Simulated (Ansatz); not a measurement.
# CdSiP2: the cost of one run

Code: Ansatz 0.2.0. Linear response, PAW datasets, plane waves. Spin-unpolarised throughout; all numbers are computed.

## 1. The cell

The cell was relaxed beforehand with PBEsol.

The symmetry is I-42d (No. 122, tetragonal); conventional cell a = 5.644 Å, c = 10.501 Å, 20.91 Å³ an atom. Around Cd lie 4 P at 2.54 Å; around Si lie 4 P at 2.25 Å; around P lie 2 Si at 2.25 Å and 2 Cd at 2.54 Å.

As a file:

Space group I-42d (No. 122). a = 5.644 Å, b = 5.644 Å, c = 10.501 Å, α = 90.00°, β = 90.00°, γ = 90.00°
```
atom  site  symmetry       x       y       z
  Cd    4a      -4..  0.0000  0.5000  0.2500
  Si    4b      -4..  0.5000  0.5000  0.0000
   P    8d       .2.  0.7073  0.7500  0.1250
```

## 2. Zone-centre modes, PBEsol

Input file input.yaml:

```yaml
crystal:
  lattice:
    - [-2.8220075087, 2.8220075087, 5.2504041426]
    - [2.8220075087, -2.8220075087, 5.2504041426]
    - [2.8220075087, 2.8220075087, -5.2504041426]
  atoms:
    - { symbol: Cd, position: [0.75, 0.25, 0.5] }
    - { symbol: Cd, position: [0.0, 0.0, 0.0] }
    - { symbol: Si, position: [0.5, 0.5, 0.0] }
    - { symbol: Si, position: [0.25, 0.75, 0.5] }
    - { symbol: P, position: [0.875, 0.8323336651, 0.4573336651] }
    - { symbol: P, position: [0.1676663349, 0.625, 0.0426663349] }
    - { symbol: P, position: [0.375, 0.4176663349, 0.5426663349] }
    - { symbol: P, position: [0.5823336651, 0.125, 0.9573336651] }
kpoints:
  mp_grid: { grid: [6, 6, 6] }
hamiltonian:
  xc: pbesol
scf:
  occupations: { method: fixed }
phonons:
  method: dfpt
  dielectric: true
  qpoints: [[0, 0, 0]]
  rigid_motions: translations
```

Command:

```console
> ansatz run input.yaml --threads 2 --pin off --max-ram 29491MiB --backend cpu --events-out ev --progress --plain --runs-dir out
```

Q: Estimate wall time and peak memory on 2 threads of AMD EPYC 7R13 (Zen 3), shared host.

About 7.9 min, with a peak of 3.5 GiB.
